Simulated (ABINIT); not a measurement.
A run of ABINIT 10.8.3 (patched build):

run.abi

```
# Pseudopotentials
pp_dirpath "./"
pseudos "Te.LDA_PW-JTH.xml, Cd.LDA_PW-JTH.xml"

# Structure
acell 8.5652865883 8.5652865883 8.5652865883
rprim
     0.0000000000     0.7071067812     0.7071067812
     0.7071067812     0.0000000000     0.7071067812
     0.7071067812     0.7071067812     0.0000000000
ntypat 2
znucl 52 48
natom 2
typat 1 2
xred
     0.7500000000     0.7500000000     0.7500000000
     0.0000000000     0.0000000000     0.0000000000

# Plane-wave basis
ecut 17.0
pawecutdg 34.0

# k points
kptopt 1
ngkpt 6 6 6
nshiftk 1
shiftk 0.0 0.0 0.0

# Exchange and correlation
ixc 7

# Bands and occupations
nband 13
occopt 3
tsmear 0.00183747

# SCF cycle
nstep 100
tolvrs 1.0e-9

# Output
iomode 3
prtwf 0
prtden 0
prteig 0
prtebands 0
enunit 1
```

Potentials or basis: JTH PAW LDA v2.0.

Command:

```bash
$ abinit run.abi > log 2>&1
```

Hardware: 1 thread of Arm Neoverse V1, on a shared host.

Estimate the wall time of this run.

Run time: 12 s on 1 thread of Arm Neoverse V1 (shared host), peak memory 0.12 GiB. Counts: scf iterations 14, mpi ranks 1, k points 16, bands 13, plane waves 1498.
